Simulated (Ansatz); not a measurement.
Here is an Ansatz 0.2.0 calculation.

Contents of input.yaml:

```yaml
crystal:
  lattice:
    - [0.0, 3.0702711986, 3.0702711986]
    - [3.0702711986, 0.0, 3.0702711986]
    - [3.0702711986, 3.0702711986, 0.0]
  atoms:
    - { symbol: Cd, position: [0.0, 0.0, 0.0] }
    - { symbol: Se, position: [0.25, 0.25, 0.25] }
kpoints:
  mp_grid: { grid: [8, 8, 8] }
scf:
  occupations: { method: gaussian, width: 0.014 }
hamiltonian:
  xc: pbe
  pseudopotentials: { kind: all_electron, lapw: { basis_error: 0.001 } }
output:
  forces: true
  stress: true
  eigenvalues: true
```

Potentials or basis: all-electron LAPW, scalar-relativistic.

Command:

```console
$ ansatz run input.yaml --threads 1 --pin off --max-ram 3072MiB --backend cpu --events-out ev --progress --plain --runs-dir out
```

Question: Estimate the band gap on the k mesh.

Answer: 0.55 eV, direct.

Question: What does it give for the pressure?

Answer: 1.3 GPa.

As with any semilocal functional, this PBE gap is likely too small.
